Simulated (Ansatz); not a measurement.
## HfO2: opening a crack plane

HfO2, Fm-3m, a = 5.098 Å. This isn't the usual stable structure of the compound. Ansatz: PBE, PAW, 420 eV, Γ-centred 7×7×3 mesh on 9 atoms, Gaussian smearing 0.05 eV; no spin polarisation. One cut on (111) per cell of 9 atoms is opened rigidly by x, between planes of O and O that stand 1.47 Å apart; y is the energy per area (11.252 Å², 1 eV/Å² = 16.02 J/m²).

```tsv
x (Å)	y (J/m²)
0.00	0.000
0.25	0.294
0.50	0.753
0.75	?
1.00	1.381
1.50	1.657
2.00	1.768
3.00	1.831
4.50	1.844
6.00	1.845
```

Q: Fit the universal binding curve y = W[1 − (1 + x/l) e^(−x/l)] to the other rows, give the peak stress, and predict the missing value.

A: Least squares gives W = 1.83 J/m² and l = 0.363 Å. The stress dy/dx peaks at x = l with W/(e l) = 18.5 GPa, for rigid faces. At x = 0.75: x/l = 2.066, y = 1.119 J/m². The run gave 1.124 J/m², so the fit is 0.005 J/m² too low, within the rms miss on the fitted rows (0.016 J/m²).

Spin–orbit coupling is left out, which can shift energies with elements as heavy as these.

Cost: 12 runs of about 2 core-minutes in all, on Intel Xeon Platinum 8375C (Ice Lake) (shared hosts).